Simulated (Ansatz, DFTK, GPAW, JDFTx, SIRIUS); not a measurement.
One calculation of KTaO3, 5 ways

```
Ta K O
1.0
     3.98830    0.00000    0.00000
     0.00000    3.98830    0.00000
     0.00000    0.00000    3.98830
Ta K O
1 1 3
Direct
  0.99121 0.00637 0.98683
  0.50867 0.49778 0.52255
  0.99651 0.00103 0.48991
  0.00047 0.50424 0.00177
  0.49541 0.00732 0.99587
```

Atoms were shifted at random by some hundredths of an Å from the given cell, which wasn't relaxed again for these runs.

Alike in all runs: task single point; functional PBEsol; k mesh 7 × 7 × 7; occupations fermi-dirac, width 0.05 eV; no spin polarisation; no spin-orbit coupling. Pressure is positive in compression and, in plane waves, holds the error of the finite cutoff.

```csv
program and potentials,plane-wave cutoff (eV),notes,pressure (GPa),largest force (eV/Å)
"Ansatz, all-electron LAPW, scalar-relativistic",-,-,-0.26,0.564
"GPAW, PAW data sets generated for this functional",800,-,0.10,0.563
"JDFTx, PseudoDojo-SR-PBEsol-0.4.1-standard with smoothed tails",1143,-,-1.52,0.562
"SIRIUS, PseudoDojo 0.4.1 PBEsol standard (scalar relativistic)",1152,-,?,?
"DFTK, PseudoDojo SR PBEsol 0.4.1 standard (PBEsol)",1143,-,-1.52,0.562
```

Q: Estimate from the other rows what the run with SIRIUS, PseudoDojo 0.4.1 PBEsol standard (scalar relativistic) gave.

A: Pressure -1.51 GPa; largest force 0.562 eV/Å. The other rows, which needn't bracket it: pressure -1.52 to 0.10; largest force 0.562 to 0.564.
